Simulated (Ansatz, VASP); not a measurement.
Two plane-wave programs on SiNi

```
CELL_PARAMETERS angstrom
3.02662 0.00000 0.00000
0.00000 3.27350 0.00000
0.00000 0.00000 4.69776
ATOMIC_POSITIONS crystal
Ni 0.50000 0.50000 0.34422
Ni 0.00000 0.00000 0.65578
Si 0.50000 0.50000 0.84230
Si 0.00000 0.00000 0.15770
```

Alike in both runs: task single point; functional PBE; k mesh 9 × 9 × 6; occupations gaussian, width 0.05 eV; no spin polarisation.

|  | VASP | Ansatz |
| --- | --- | --- |
| version | VASP 6.6.1 | Ansatz 0.2.0 |
| potentials or method | VASP PAW PBE potentials, release 64 (Ni, Si) | PAW, plane waves, scalar-relativistic |
| plane-wave cutoff (eV) | 520 | 420 |
| valence electrons in the cell | 28 | 44 |

|  | VASP | Ansatz | Ansatz less VASP |
| --- | --- | --- | --- |
| pressure (GPa) | 1.3 | 1.2 | -0.04 |
| largest component of the traceless stress (GPa) | 0.96 | 0.93 | -0.027 |
| rms of the force components (eV/Å) | 0.062 | 0.064 | +0.0015 |

Atom by atom the forces differ by 0.002 eV/Å (rms over components). The two sets of potentials don't hold the same shells in valence.

Spin polarisation is off, so any magnetic state and its effect on volume and gap are missing.
